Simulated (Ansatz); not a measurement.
**LiH: energy along a strain**

LiH, Fm-3m, a = 4.065 Å (as given, not relaxed at this level: -1.5 GPa). Ansatz: PBE, PAW, 420 eV, Γ-centred 10×10×10 mesh on 2 atoms, Gaussian smearing 0.05 eV; no spin polarisation. Cell vectors (Å): 0.000 2.033 2.033; 2.033 0.000 2.033; 2.033 2.033 0.000. The cell is strained by x per cent times the pattern (0 0 0 0 0 1) in the order xx yy zz yz xz xy (engineering shears), with fractional coordinates held. y is the free energy over the start, V0 = 8.396 Å³/atom. Symmetry makes y even in x. Points with a strain past 8.5 % were computed too (2) and aren't used here.

| x (%) | y (meV/atom) |
| --- | --- |
| -5.00 | 3.00 |
| 0.00 | 0.00 |
| 1.25 | 0.18 |
| 2.50 | 0.74 |
| 3.75 | 1.68 |
| 6.25 | 4.69 |
| 7.50 | ? |

Fit y = c2 x² + c4 x⁴ to the other rows, get the stiffness along the pattern, and predict the missing energy.

Least squares on the rows shown. y = 0.1192 x² + 2.337×10⁻⁵ x⁴. The clamped-ion stiffness p·C·p = 2 × 1.192 eV × 160.2 / 8.396 Å³ = 45 GPa, which is C66 in these axes (C44 of the cubic crystal) (second derivative at the start, which stands under stress). At x = 7.50 the fit asked for gives 6.78 meV/atom. The run gave 6.77 meV/atom, so the fit is 0.01 meV/atom too high, a small miss on the scale of the series.